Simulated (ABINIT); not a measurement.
Set up this calculation in ABINIT 10.8.3 (patched build), as the native input.

```
Task                : single point
Functional          : PBE
Potentials or basis : JTH PAW PBE v2.0
Cutoff              : 435 eV
k mesh              : 9 × 7 × 6
Occupations         : fermi-dirac, width 0.05 eV
Spin                : no spin polarisation
Fine-grid cutoff    : 870.764 eV
```

The structure of Sb lies in POSCAR:

```
Sb
1.0
   -0.1371763300     -2.2379499300     -2.0514790300
   -0.2329964300      2.6705089600     -2.4840380600
    4.7834791500     -0.0958201000      0.3701727700
Sb
2
Direct
    0.5027706000      0.5031715800      0.5014545600  Sb
    0.9972294000      0.9968284200      0.9985454400  Sb
```

This isn't the form of Sb at room conditions, which is rhombohedral.

One way to write it, as run:

run.abi

```
# Pseudopotentials
pp_dirpath "./"
pseudos "Sb.GGA_PBE-JTH.xml"

# Structure
structure "poscar:POSCAR"
natom 2
chkprim 0
chksymtnons 0
tolsym 1.0e-6

# Plane-wave basis
ecut 435.382180 eV
pawecutdg 32.0
pawxcdev 0

# k points
kptopt 1
ngkpt 9 7 6
nshiftk 1
shiftk 0.0 0.0 0.0

# Exchange and correlation
ixc 11

# Bands and occupations
nband 19
occopt 3
tsmear 0.05 eV

# SCF cycle
nstep 100
tolvrs 1.0e-9

# Output
iomode 3
prtwf 0
prteig 0
prtebands 0
prtden 1
prtvha 1
prtvclmb 1
prtpot 1
```

Potentials or basis: JTH PAW PBE v2.0.

Run with:

```sh
$ abinit run.abi > log 2>&1
```

Results of the run:

| Property | Result |
| --- | --- |
| Pressure | 5.9 GPa |
| Largest force | 0.054 eV/Å |
| Band gap on the k mesh | none (metal or under the smearing width) |
| Valence electrons inside the program's atomic spheres | Sb 12.40 (radii [1.2705] Å) |

Wall time 83 s on 1 thread of Arm Neoverse V2 (shared host), peak memory 0.22 GiB.
